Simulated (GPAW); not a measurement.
# BeTe (F-43m) in GPAW: single point with PBE

Aim: the single point of BeTe with PBE.

Program: GPAW 26.7.0. These are calculated values, not measurements. Logs are shortened: lines on timing, memory, paths and dates and some standing lists are left out, and cuts for length are marked. The log counts tension as positive stress, the text compression.

### 1 The structure

The structure is cubic, space group F-43m (No. 216). Conventional cell: a = 5.540 Å, b = 5.540 Å, c = 5.540 Å, α = 90.00°, β = 90.00°, γ = 90.00°. Te (site symmetry -43m) is surrounded by 4 Be at 2.40 Å. Be (site symmetry -43m) has 4 Te at 2.40 Å as nearest neighbours.

### 2 Single point, PBE

The input, run.py:

```python
from ase.dft.bandgap import bandgap
from ase.io import read, write
from ase.units import GPa
from gpaw import GPAW, PW

atoms = read('BeTe.cif')

calc = GPAW(mode=PW(340),
            xc='PBE',
            kpts={'size': (8, 8, 8), 'gamma': True},
            occupations={'name': 'fermi-dirac', 'width': 0.05},
            nbands=11,
            convergence={'density': 1e-05, 'energy': 1e-05},
            maxiter=75,
            txt='gpaw.txt')
atoms.calc = calc
energy = atoms.get_potential_energy()
forces = atoms.get_forces()
stress = atoms.get_stress()
calc.write('gs.gpw')
write('result.traj', atoms)
print(f'Energy: {energy:.6f} eV')
print('Forces (eV/A):')
print(forces.round(4))
print('Stress (GPa):', (stress / GPa).round(3))
print('Fermi level:', round(calc.get_fermi_level(), 4), 'eV')
print(f'Gap: {bandgap(calc)[0]:.4f} eV, direct: {bandgap(calc, direct=True)[0]:.4f} eV')
```

The input, BeTe.cif:

```cif
data_BeTe
_cell_length_a 3.91737157
_cell_length_b 3.91737157
_cell_length_c 3.91737157
_cell_angle_alpha 60.00000000
_cell_angle_beta 60.00000000
_cell_angle_gamma 60.00000000
_space_group_name_H-M_alt 'P1'
_space_group_name_Hall 'P 1'
_space_group_IT_number 1
loop_
_space_group_symop_operation_xyz
'x,y,z'
loop_
_atom_site_label
_atom_site_type_symbol
_atom_site_symmetry_multiplicity
_atom_site_Wyckoff_symbol
_atom_site_fract_x
_atom_site_fract_y
_atom_site_fract_z
_atom_site_occupancy
Te1 Te 1 a 0.7500000000 0.7500000000 0.7500000000 1
Be1 Be 1 a 0.0000000000 0.0000000000 0.0000000000 1
```

Potentials or basis: GPAW PAW data sets (gpaw-data 1.2.1), pw.

Launch:

```
OMP_NUM_THREADS=1 python run.py
```

gpaw.txt:

```text
__  _  _
 | _ |_)|_||  |
 |__||  | ||/\| - 26.7.0

Input parameters:
  mode=PW(ecut=340.0),
  convergence={'density': 1e-05, 'energy': 1e-05},
  kpts=MonkhorstPack(size=(8, 8, 8), gamma=True),
  maxiter=75,
  nbands=11,
  occupations=Occupations(name='fermi-dirac', width=0.05),
  xc=XC(name='PBE')

Diagonalizing LCAO Hamiltonian
Converting LCAO to pw mode

                        Te

       Be

Atoms  # Å, Bohr magnetons
|   | symbol |        x |        y |        z |    initial magnetic moments |
|---|--------|----------|----------|----------|-----------------------------|
| 0 |     Te | 5.876057 | 3.392543 | 2.398890 | ( 0.0000,  0.0000,  0.0000) |
| 1 |     Be | 0.000000 | 0.000000 | 0.000000 | ( 0.0000,  0.0000,  0.0000) |

Unit cell  # Å
| periodic |        x |        y |        z |  lengths |    angles |
|----------|----------|----------|----------|----------|-----------|
|      yes | 3.917372 | 0.000000 | 0.000000 | 3.917372 | 60.000000 |
|      yes | 1.958686 | 3.392543 | 0.000000 | 3.917372 | 60.000000 |
|      yes | 1.958686 | 1.130848 | 3.198520 | 3.917372 | 60.000000 |

Number of symmetries: 24
Symmetry operations  # r_c * U_cc + t_c -> r_c
|    | kind |            matrix            |
|----|------|------------------------------|
|  0 |  E   |  1, 0, 0,  0, 1, 0,  0, 0, 1 |
|  1 |  σ   |  1, 0, 0,  0, 0, 1,  0, 1, 0 |
|  2 |  σ   |  1, 0,-1,  0, 1,-1,  0, 0,-1 |
|  3 |  C3  |  1, 0,-1,  0, 0,-1,  0, 1,-1 |
|  4 |  C3  |  1,-1, 0,  0,-1, 1,  0,-1, 0 |
|  5 |  σ   |  1,-1, 0,  0,-1, 0,  0,-1, 1 |
|  6 |  σ   |  0, 1, 0,  1, 0, 0,  0, 0, 1 |
|  7 |  C3  |  0, 1, 0,  0, 0, 1,  1, 0, 0 |
|  8 |  C2  |  0, 1,-1,  1, 0,-1,  0, 0,-1 |
|  9 |  S4  |  0, 1,-1,  0, 0,-1,  1, 0,-1 |
| 10 |  C3  |  0, 0, 1,  1, 0, 0,  0, 1, 0 |
| 11 |  σ   |  0, 0, 1,  0, 1, 0,  1, 0, 0 |
| 12 |  S4  |  0, 0,-1,  1, 0,-1,  0, 1,-1 |
| 13 |  C3  |  0, 0,-1,  0, 1,-1,  1, 0,-1 |
| 14 |  S4  |  0,-1, 1,  1,-1, 0,  0,-1, 0 |
| 15 |  C2  |  0,-1, 1,  0,-1, 0,  1,-1, 0 |
| 16 |  C3  |  0,-1, 0,  1,-1, 0,  0,-1, 1 |
| 17 |  S4  |  0,-1, 0,  0,-1, 1,  1,-1, 0 |
| 18 |  S4  | -1, 1, 0, -1, 0, 1, -1, 0, 0 |
| 19 |  C3  | -1, 1, 0, -1, 0, 0, -1, 0, 1 |
| 20 |  C3  | -1, 0, 1, -1, 1, 0, -1, 0, 0 |
| 21 |  S4  | -1, 0, 1, -1, 0, 0, -1, 1, 0 |
| 22 |  σ   | -1, 0, 0, -1, 1, 0, -1, 0, 1 |
| 23 |  C2  | -1, 0, 0, -1, 0, 1, -1, 1, 0 |

BZ-sampling:
  Number of BZ points: 512
  Number of IBZ points: 29

  Monkhorst-Pack size: [8, 8, 8]
  Monkhorst-Pack shift: [0.0625, 0.0625, 0.0625]

K-points  # in reciprocal-cell coordinates
|     |                                coordinates |     weight |
|-----|--------------------------------------------|------------|
|   0 | (  0.00000000,   0.00000000,   0.00000000) | 0.00195312 |
|   1 | (  0.12500000,   0.12500000,   0.00000000) | 0.01171875 |
|   2 | (  0.12500000,   0.12500000,   0.12500000) | 0.01562500 |
|   3 | (  0.25000000,   0.12500000,   0.12500000) | 0.02343750 |
|   4 | (  0.25000000,   0.25000000,   0.00000000) | 0.01171875 |
|   5 | (  0.25000000,   0.25000000,   0.12500000) | 0.04687500 |
|   6 | (  0.25000000,   0.25000000,   0.25000000) | 0.01562500 |
|   7 | (  0.37500000,   0.25000000,  -0.37500000) | 0.04687500 |
|   8 | (  0.37500000,   0.25000000,   0.12500000) | 0.04687500 |
|   9 | (  0.37500000,   0.25000000,   0.25000000) | 0.04687500 |
| ... |                                            |            |
|  28 | (  0.50000000,   0.50000000,   0.50000000) | 0.00781250 |

Plane wave coefficients: 620
Cutoff: 340.0 eV

Spin-components: 1 (collinear spins)
Bands:           11
Projectors:      8
Spin-degeneracy: 2
Datatype:        complex128

Parallelization:
  kpt:    1
  domain: 1
  band:   1

Density:
  Valence electrons: 8.0
  Components: 1
  Grid points: [18 18 18]
  Charge: 0.0  # |e|

Potential:
  Grid points: [18 18 18]

species:
  Te:
    name:    Tellurium
    Z:       52.0
    valence: 6
    core:    46
    charge:  0.0  # [|e|]
    compensation charges:
      type: gauss
      rc: 0.36  # [Å]
      lmax: 2
    cutoffs:
      filter: 2.09  # [Å]
      core: 3.17  # [Å]
    projectors
    | kind |    occ | energy [eV] | rcut [Å] |
    |------|--------|-------------|----------|
    |   5s |  2.000 |     -15.089 |    1.180 |
    |   5p |  4.000 |      -5.955 |    1.196 |
    |    s |        |      12.123 |    1.180 |
    |    p |        |      21.256 |    1.196 |
    |    d |        |       0.000 |    1.238 |

    Using partial waves for Te as LCAO basis

  Be:
    name:    Beryllium
    Z:       4.0
    valence: 2
    core:    2
    charge:  0.0  # [|e|]
    compensation charges:
      type: gauss
      rc: 0.25  # [Å]
      lmax: 2
    cutoffs:
      filter: 1.42  # [Å]
      core: 1.77  # [Å]
    projectors
    | kind |    occ | energy [eV] | rcut [Å] |
    |------|--------|-------------|----------|
    |   2s |  2.000 |      -5.610 |    0.794 |
    |   2p |  0.000 |      -2.018 |    0.794 |
    |    s |        |      21.602 |    0.794 |

    Using partial waves for Be as LCAO basis

Reference energy: -185188.868407  # eV

eigensolver:
  PPCG
  Converge bands: occupied
  niter=2

density mixing:
  MSR1-Mixer
  Pratt-step length: 0.05
  Maximum mixing coefficient: 0.75
  Old densities: 10
  SVD Regularization: 0.005
  Good broyden scale: 1.0
  Trust region scale: 1.0
  Backstep threshold: 4.0
  History deletion threshold: 6.0
  Fourier metric: weight=20.0, sigma=0.015

occupation numbers:
  Fermi-Dirac:
    width: 0.0500  # eV

poisson solver:
  ecut: 2720.0  # eV

xc functional:
  name: PBE with 2 nearest neighbor stencil

convergence criteria:
- Maximum integral of absolute [dens]ity change: 1e-05 electrons / valence electron
- Maximum [total energy] change in last 3 cyles: 1e-05 eV / valence electron
- Maximum integral of absolute [eigenst]ate change: 4e-08 eV^2 / valence electron
maximum number of iterations: 75

SCF iterations
|iter     | |      energy | eigst |  dens |
|---------|-|-------------|-------|-------|
|iter:   1| |   -7.721335 | -0.27 |       |
|iter:   2| |   -7.700238 | -2.35 | -0.91 |
|iter:   3| |   -7.574236 | -2.26 | -0.94 |
|iter:   4| |   -7.575106 | -3.19 | -1.54 |
|iter:   5| |   -7.575737 | -4.39 | -2.05 |
|iter:   6| |   -7.575771 | -5.59 | -2.68 |
|iter:   7| |   -7.575772c| -7.09 | -3.71 |
|iter:   8| |   -7.575772c| -7.93c| -4.10 |
|iter:   9| |   -7.575772c| -8.71c| -5.20c|

Converged in 9 steps
Energy contributions relative to reference atoms: (reference = -185188.868407)

Energy contributions:
  Kinetic:          18.843686
  Coulomb:         -16.782192
  Zero:              0.070939
  External:          0.000000
  Xc:               -9.708206
  Entropy:          -0.000000
  Spinorbit:         0.000000
  ----------------------------
  Free energy:      -7.575772
  Extrapolated:     -7.575772

dipole moment: (-0.556167, -0.321103, -0.227054)  # |e|*Ang

Fermi level: 6.486
Eigenvalues  # (at kpt = [0.000, 0.000, 0.000])
| band index |      eig [eV] | occ [0-2] |
|------------|---------------|-----------|
|          0 |        -7.055 |     2.000 |
|          1 |         5.566 |     2.000 |
|          2 |         5.566 |     2.000 |
|          3 |         5.566 |     2.000 |
|          4 |         9.148 |     0.000 |
|          5 |         9.148 |     0.000 |
|          6 |         9.148 |     0.000 |
|          7 |         9.766 |     0.000 |
|          8 |        13.976 |     0.000 |
|          9 |        16.143 |     0.000 |
|         10 |        16.237 |     0.000 |

Gap: 1.856 eV
Transition (v -> c):
  (s=0, k=0, n=3, [0.00, 0.00, 0.00]) -> (s=0, k=24, n=4, [0.50, 0.50, 0.00])
Direct/indirect transitions are different
Direct gap: 3.583 eV
Transition at: (s=0, k=0, n=3, [0.00, 0.00, 0.00])

Forces  # eV/Ang
|        x |        y |        z |
|----------|----------|----------|
| -0.00000 | -0.00000 | -0.00000 |  # Te   0
|  0.00000 | -0.00000 |  0.00000 |  # Be   1

Stress tensor  # eV/Ang^3
|         x |         y |         z |
|-----------|-----------|-----------|
| -0.026040 |  0.000000 |  0.000000 |
| -0.000000 | -0.026040 |  0.000000 |
|  0.000000 |  0.000000 | -0.026040 |

# Writing to gs.gpw (mode='')
```

Run time: 4 s. Hardware: 1 thread of Intel Xeon Platinum 8488C (Sapphire Rapids), shared host; peak memory 0.13 GiB.

The run converged, but some of its settings lie outside the range that counts as converged, so its numbers aren't taken as properties of the crystal.

What came out:

```
Free energy            : -7.5758 eV
Pressure               : 4.2 GPa
Band gap on the k mesh : 1.86 eV, indirect (least direct gap 3.58 eV)
```

Caveat: the cutoff is short for stress and forces, so pressures can be off by a GPa or more; spin-orbit coupling is left out, which moves the levels of the heavy elements.
